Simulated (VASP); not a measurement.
Data:

```
BaSnO3
1.0
    4.18821     0.00000     0.00000
    0.00000     4.18821     0.00000
    0.00000     0.00000     4.18821
Ba Sn O
1 1 3
Direct
  0.00000   0.00000   0.00000
  0.50000   0.50000   0.50000
  0.50000   0.00000   0.50000
  0.00000   0.50000   0.50000
  0.50000   0.50000   0.00000
```

Method: PBE GGA, VASP's PBE PAW potentials (set 64) (plane waves; VASP). Numerical set-up: 520 eV cut-off, 5×5×5 Γ-centred mesh, Gaussian smearing of 0.050 eV, potentials Ba_sv Sn_d O.

Predict the energy per atom (σ→0).

```json
{
  "energy per atom (σ→0)": "-6.286 eV/atom"
}
```

The compound is BaSnO3 in the cubic perovskite structure. It was relaxed first, which changed the volume by +5 %. The start is the result of an earlier pass.
